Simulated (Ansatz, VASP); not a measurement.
## CaS in VASP and in Ansatz

```xyz
2
Lattice="0.0000 2.7823 2.7823 2.7823 0.0000 2.7823 2.7823 2.7823 0.0000" Properties=species:S:1:pos:R:3 pbc="T T T"
Ca    0.0000    0.0000    0.0000
S     2.7823    2.7823    2.7823
```

Alike in both runs: functional LDA; k mesh 8 × 8 × 8; occupations gaussian, width 0.02 eV; no spin polarisation.

Ansatz relaxed the structure, and its values are those at the end. VASP's run is a single point on that final structure, the one shown.

|  | VASP | Ansatz |
| --- | --- | --- |
| version | VASP 6.6.1 | Ansatz 0.2.0 |
| potentials or method | VASP PAW LDA potentials, release 64 (Ca_sv, S) | scalar-relativistic, plane waves, PAW |
| plane-wave cutoff (eV) | 520 | 420 |
| valence electrons in the cell | 16 | 16 |

|  | VASP | Ansatz | Ansatz less VASP |
| --- | --- | --- | --- |
| gap on the k mesh at the Fermi level (eV) | 1.96 | 1.97 | +0.013 |
| least direct gap on the mesh (eV) | 2.83 | 2.84 | +0.013 |
| pressure (GPa) | 0.2 | 0.0 | -0.24 |

A k mesh can miss the band edges.
